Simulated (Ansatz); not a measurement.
**Structure search for BaH**

All numbers below come from DFT PBE, scalar-relativistic, plane waves, PAW in Ansatz 0.2.0. All cells share a 420 eV cutoff and Γ-centred k meshes spaced at most about 0.3 Å⁻¹ (about 0.25 or finer for metals, 2π included). No spin polarisation.

Energies over the elements count from the elements' standard structures at the same level (H₂ as a molecule), with no fitted energy shifts.

Temperature and zero-point effects are left out. The comparison covers the computed candidates alone. For metals, differences of a few meV/atom aren't resolved. With hydrogen, zero-point motion can shift formation energies by some tens of meV/atom.

Invented guesses were relaxed alike, and ends that match in structure were merged. ΔE counts from the first row. Coordination counts H atoms around Ba (those within 1.25 times the shortest such distance or 1.15 times the sum of covalent radii, 1.27 where that leaves under three; a plus sign parts nearer from farther groups). The ends were matched against large subsets of the Crystallography Open Database and the Materials Project, so a missing match doesn't prove that a structure is unreported.

```
#                                                                          reached from               type and space group  atoms  Å³/atom  coordination  ΔE (meV/atom)  gap on mesh (eV)  in databases                                                checks
1                                           wurtzite type (P6_3mc), changed on relaxing                 P6_3/mmc (No. 194)      4     28.3          Ba 5              0              0.00      no match                                                     -
2  close-packed metal layers stacked A, repeated with a shift to B, changed on relaxing         rock salt, Fm-3m (No. 225)      2     24.5          Ba 6             23              0.00      no match  no imaginary mode at Γ (other wave vectors untested)
3                                                                  TiAs type (P6_3/mmc)                 P6_3/mmc (No. 194)      8     25.2          Ba 6             28              0.00      no match                                                     -
4                                                 AgI type (I-4m2), changed on relaxing       zinc blende, F-43m (No. 216)      2     28.9          Ba 4             40              0.00      no match                                                     -
5                                                                      ZrSi type (Cmcm)                      Cmcm (No. 63)      4     26.2          Ba 6             84              0.00      no match                                                     -
6                        LiB type (Imma) distorted into a subgroup, changed on relaxing                      Imma (No. 74)      4     26.0        Ba 4+2            100              0.00      no match                                                     -
7                                                                      YCu type (Pm-3m)  caesium chloride, Pm-3m (No. 221)      2     22.7          Ba 8            361              0.00      no match                                                     -
```

The lowest: Space group P6_3/mmc (No. 194), hexagonal, a = 4.795 Å, c = 5.686 Å. Ba is surrounded by 5 H at 2.77–2.84 Å; around H lie 5 Ba at 2.77–2.84 Å. Its energy over the elements is −0.29 eV/atom. Whether it is stable depends on the other phases of the system, which aren't compared here. An observed structure of this formula, if there is one, may be missing.

```
CELL_PARAMETERS angstrom
4.79517 0.00000 0.00000
-2.39759 4.15274 0.00000
0.00000 0.00000 5.68602
ATOMIC_POSITIONS crystal
Ba 0.33333 0.66667 0.75000
Ba 0.66667 0.33333 0.25000
H 0.33333 0.66667 0.25000
H 0.66667 0.33333 0.75000
```

The second: Space group Fm-3m (No. 225), cubic, a = 5.807 Å. Around Ba lie 6 H at 2.90 Å; around H lie 6 Ba at 2.90 Å. Counting H atoms around Ba, the first has Ba 5 and the second has Ba 6. Shaken at random and relaxed again, row 2 came back. Cells without such a test can be saddle points.

```
Ba H
1.0
     0.00000    2.90364    2.90364
     2.90364    0.00000    2.90364
     2.90364    2.90364    0.00000
Ba H
1 1
Direct
  0.00000 0.00000 0.00000
  0.50000 0.50000 0.50000
```

Some structure types and database cells were kept out of the candidates from the start, so a known form may be missing.
